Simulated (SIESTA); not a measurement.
The system is Sn.

```xyz
1
Lattice="-1.7265 1.7755 2.3383 1.7265 -1.7755 2.3383 1.7265 1.7755 -2.3383" Properties=species:S:1:pos:R:3 pbc="T T T"
Sn    0.0000    0.0000    0.0000
```

This isn't the form of Sn at room conditions, which is tetragonal (white tin).

Program: SIESTA 5.4.2. Alike in all runs: task band structure; level PBE; no spin polarisation; cell as given; k mesh 11 × 11 × 11; smearing fermi-dirac 0.05 eV; grid cutoff 500 Ry; energy shift 0.003 Ry.

Problem. Order these runs on this cell by their pressure, lowest first.
A. potentials or basis PseudoDojo 0.4 standard (PBE files), SZ (energy shift 0.003 Ry)
B. potentials or basis PseudoDojo 0.4 standard (PBE files), DZDP (energy shift 0.003 Ry; two zetas on semicore shells)
C. potentials or basis PseudoDojo 0.4 standard (PBE files), DZ (energy shift 0.003 Ry; two zetas on semicore shells)

Solution. B (-0.7 GPa), C (0.8 GPa), A (4.7 GPa).

Caveats: the basis of atomic orbitals isn't converged, which shifts pressures, moduli and gaps; the basis has no polarisation orbitals (some runs).
